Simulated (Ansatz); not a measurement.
Ansatz input

```yaml
crystal:
  lattice:
    - [3.4573261821, 0.0, 0.0]
    - [-1.728663091, 2.9941323029, 0.0]
    - [0.0, 0.0, 5.6111385739]
  atoms:
    - { symbol: In, position: [0.3333333333, 0.6666666667, 0.25] }
    - { symbol: In, position: [0.6666666667, 0.3333333333, 0.75] }
hamiltonian:
  xc: rpbe
  pseudopotentials:
    kind: paw
    azcp:
      In: "pseudopotentials/In.paw.azcp"
basis:
  ecutwfc: 420
  fft_grid_basis: typed
kpoints:
  mp_grid: { grid: [17, 17, 9], shift: [0, 0, 0] }
magnetization:
  spin_polarized: false
scf:
  occupations: { method: fermi_dirac, width: 0.1 }
output:
  write_density: true
  write_potential: true
  elf: true
  volumetric_format: npy
```

Terminal output

```
Engine: ansatz 0.2.0, aarch64-unknown-linux-gnu
Pseudopotentials: kind: paw
Pseudopotential: In, paw, valence charge 13, recommended cutoff 420 eV (normal) 
Functional definition: RPBE
  parameter kappa = 0.804
  parameter beta = 0.06672455060314922
  exchange = rpbe_x(kappa = kappa, mu = beta*pi^2/3)
  correlation = pbe_c(beta = beta)
Crystal: 2 atoms, lattice volume = 58.085 Å³
Basis set: ecut = 420 eV, 1105 PW (Γ)
Bands: 17, of which v1, the nominal top of the filled ones, is band 13 counted from 1 (12 counted from 0)
Symmetry: 24 space group operations
Space group: P63/mmc (ITA 194), of the structure as read, at distance tolerance 3.9e-5 Å
k-points: 165 of 2601
Non-local potential: In, projectors of the file, l = 0: 2, l = 1: 2, l = 2: 2, l = 3: 2
PAW form: soft (Blöchl's): semilocal exchange-correlation on the pseudo side does not see the compensation charge
PAW frozen core: In, regenerated for the run's functional, and the local potential with it (the file was generated under x = pbe(κ = 0.804, μ = 0.2195149727645171), c = pbe(β = 0.06672455060314922))
PAW one-centre angular grid: In, 590 points (default); XC on 64 Gauss nodes
Initial density: superposition of atomic densities (neutral atoms: chi_scale 0, normalization atom), corrected by the library's trained network
Initial wavefunctions: pseudopotential atomic-orbital guess
Functional: x = rpbe, c = pbe(β = 0.06672455060314922)
SCF iter   1: F=—  HF=-11212.552080 eV  |F-HF|=—  |Δ(HF+E_count)|=         —  Δρ=3.64e-3  dr2=4.14e-3  ethr=1.77e-3  ⟨swp⟩=5.7  Hψ=13817  notcnv=0
SCF iter   2: F=—  HF=-11212.550125 eV  |F-HF|=—  |Δ(HF+E_count)|=   1.96e-3  Δρ=1.31e-3  dr2=5.67e-4  ethr=1.59e-5  ⟨swp⟩=2.0  Hψ=5807  notcnv=0
SCF iter   3: F=—  HF=-11212.550241 eV  |F-HF|=—  |Δ(HF+E_count)|=   1.16e-4  Δρ=5.14e-4  dr2=1.05e-4  ethr=2.18e-6  ⟨swp⟩=1.7  Hψ=3252  notcnv=0
SCF iter   4: F=—  HF=-11212.550299 eV  |F-HF|=—  |Δ(HF+E_count)|=   5.83e-5  Δρ=1.11e-4  dr2=8.95e-6  ethr=4.04e-7  ⟨swp⟩=2.9  Hψ=4856  notcnv=0
SCF iter   5: F=—  HF=-11212.550301 eV  |F-HF|=—  |Δ(HF+E_count)|=   1.65e-6  Δρ=1.21e-5  dr2=1.23e-7  ethr=3.44e-8  ⟨swp⟩=2.1  Hψ=4946  notcnv=0
SCF iter   6: F=-11212.550301 eV  HF=-11212.550301 eV  |F-HF|=9.99e-10  |Δ(HF+E_count)|=   9.64e-8  Δρ=4.25e-6  dr2=1.15e-8  ethr=3.85e-10  ⟨swp⟩=3.2  Hψ=8502  notcnv=0
SCF 1 converged in 6 iterations: F = -11212.550301 eV  dr2 = 1.15e-8
SCF converged after 6 iterations
Free energy (F): -11212.550301 eV
Harris-Foulkes:  -11212.550301 eV  (|F-HF|=9.99e-10)
Internal energy: -11212.517366 eV  (E = F + TS)
E sigma→0 (E₀):  -11212.533834 eV
Entropy (-TS):   -0.032935 eV (-16.468 meV/atom)
Fermi energy:    9.025275 eV
--- Per-component energies (eV) ---
  E_band       = -77.881175
  E_kinetic    = 480.211912
  E_local      = -2276.357350  (includes V_loc(G=0)·N_el)
  E_nonlocal   = 731.453458
  E_hartree    = 890.786110
  E_xc         = -431.942387
  E_vxc        = -197.591672  (∫ρ·V_xc dr)
  E_paw        = -8320.257826  (= ΣΔE_a)
  E_vpaw       = -597.167919  (= ΣTr[D̂ρ^β])
  E_aug_tail   = 0.000052  (compensation charges beyond the density's cutoff)
  E_ewald      = -2286.546047
  E_core_change = 0.134712  (= ΣΔE_core)
  E_smearing   = -0.032935  (= −TS)
  E_closure    = -0.000000  (closes the sum)
  Σ components = -11212.550301   (vs F -11212.550301, Δ=0.00e0)
--- Band table (eV; the first three rows and the last of 165) ---
  k-point 0: bands = ["-5.6374", "-5.5981", "-5.5788", "-5.5788", "-5.5578", "-5.5578", "-5.5198", "-5.5198", "-5.3699", "-5.3699", "0.1554", "4.8257", "6.0684", "16.6038", "16.6038", "18.3234", "18.3234"]
  k-point 1: bands = ["-5.6355", "-5.5984", "-5.5840", "-5.5840", "-5.5606", "-5.5606", "-5.5094", "-5.5094", "-5.3722", "-5.3722", "0.2181", "4.1818", "6.8377", "16.6578", "16.6578", "18.0406", "18.2964"]
  k-point 2: bands = ["-5.6304", "-5.5998", "-5.5921", "-5.5921", "-5.5682", "-5.5682", "-5.4865", "-5.4865", "-5.3795", "-5.3795", "0.4069", "3.2732", "8.1218", "16.3542", "16.8161", "16.8161", "18.1998"]
  k-point 164: bands = ["-5.6359", "-5.6341", "-5.5623", "-5.5210", "-5.4982", "-5.4933", "-5.4597", "-5.4561", "-5.3654", "-5.3612", "6.1994", "6.4003", "7.6965", "7.9220", "8.7280", "9.2656", "15.6919"]
```
